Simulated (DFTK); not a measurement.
Runs of DFTK 0.8.2 on KI. Symmetry: Fm-3m, No. 225, cubic system. The conventional cell has a = 7.066 Å, b = 7.066 Å, c = 7.066 Å, α = 90.00°, β = 90.00°, γ = 90.00°. I (site symmetry m-3m) has 6 K at 3.53 Å as nearest neighbours. Around K (site symmetry m-3m) lie 6 I at 3.53 Å. 

| task | level | potentials or basis | k mesh | cutoff (eV) | valence electrons | mesh quality | gap on the mesh (eV) | pressure (GPa) |
| --- | --- | --- | --- | --- | --- | --- | --- | --- |
| band structure | LDA | cp2k.nc.sr.lda.v0_1.largecore.gth (LDA, GTH, large core) | 7 × 7 × 7 | 544 | I 7, K 1 | not flagged | 3.57 | - |
| single point | PBE | dojo.nc.sr.pbe.v0_4_1.standard.upf (PBE) | 7 × 7 × 7 | 1007 | I 7, K 9 | not flagged | 3.96 | 0.6 |
| band structure | PBEsol | cp2k.nc.sr.pbe.v0_1.largecore.gth (PBE, GTH) | 5 × 5 × 5 | 1361 | I 7, K 9 | not flagged | (a) | - |
| band structure | PBE | SPMS 1.0 (PBE) | 7 × 7 × 7 | 816 | I 7, K 9 | not flagged | 3.96 | 0.6 |
| band structure | BJ06 | in-house norm-conserving set (r2SCAN, scalar relativistic) | 4 × 4 × 4 | 1252 | I 17, K 9 | not flagged | 4.51 | - |

Alike in all rows: no spin polarisation; cell as given; smearing fermi-dirac 0.05 eV.

Problem. Estimate the missing entries.

Solution. (a) 3.75.

Caveats: spin-orbit coupling is left out, which moves the levels of the heavy elements; the potentials were made for another functional, which shifts forces and pressure (some runs); this set keeps more shells in the core, which shifts pressures and gaps (some runs); an odd mesh through Γ misses points on the zone boundary, where band edges often lie (some runs); the program leaves the constant c of mgga_x_tb09 at 1, so the potential is Becke-Johnson's (BJ06) and not Tran and Blaha's, with levels but no total energy (some runs); the program warned that the kinetic-energy density falls under its von Weizsäcker bound, which can give unphysical results (some runs).

A k mesh can miss the band edges, and the runs leave out spin-orbit coupling on I.

Not every run made on this cell is shown here.
